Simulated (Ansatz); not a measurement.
PbS under changes of volume

One of the cells (26.686 Å³/atom); the others are scaled copies at fixed shape and fractional positions:

```
Pb S
1.0
     2.11266    1.21975    3.45192
    -2.11266    1.21975    3.45192
     0.00000   -2.43949    3.45192
Pb S
1 1
Direct
  0.98057 0.98057 0.98057
  0.47504 0.47504 0.47504
```

The cell is a database's computed one.

```yaml
Program: Ansatz 0.2.0
Functional: r2SCAN
Potentials_or_basis: Ansatz PAW
Cutoff: "500 eV (not typed: the program's choice for these potentials)"
k_mesh: 8 × 8 × 8
Occupations: fermi-dirac, width 0.05 eV
Spin: no spin polarisation
```

```csv
volume (Å³/atom),energy over the lowest point (meV/atom),pressure (GPa),gap on the mesh (eV),largest force (eV/Å)
25.085,19.08,4.0,0.46,0.045
25.618,8.13,2.5,0.55,0.033
26.152,1.93,1.2,0.63,0.021
26.686,0.00,0.0,0.71,0.010
27.220,1.92,-1.1,0.78,0.001
27.753,?,?,?,?
28.287,15.79,-3.0,0.90,0.021
```

**Question.** What does the run at 27.753 Å³/atom give?

**Answer.** Energy over the lowest point 7.30 meV/atom; pressure -2.1 GPa; gap on the mesh 0.84 eV; largest force 0.012 eV/Å.

Worked out: A Birch-Murnaghan fit of order 3 (a polynomial in V^(-2/3)) to the other rows has its minimum at 26.68 Å³/atom with B0 = V·E''(V) = 58 GPa and B' = 4.3 at fixed shape and positions, which overstates the stiffness. It gives 7.29 meV/atom at 27.753 Å³/atom, against the run's 7.30, and -dE/dV = -2.1 GPa, against -2.1. A parabola through the other rows of the gap, of slope 3.16 eV per unit of ln V (its deformation potential) there, gives 0.84 eV, against the run's 0.84.

Energies are extrapolated to zero smearing.

Caveats: spin-orbit coupling is left out, which as a rule narrows the gap of such compounds by several tenths of an eV; the PAW data sets come from PBE, with cores solved anew for the run's functional, which leaves a small shift of forces and pressure.

A mesh can miss the band edges.
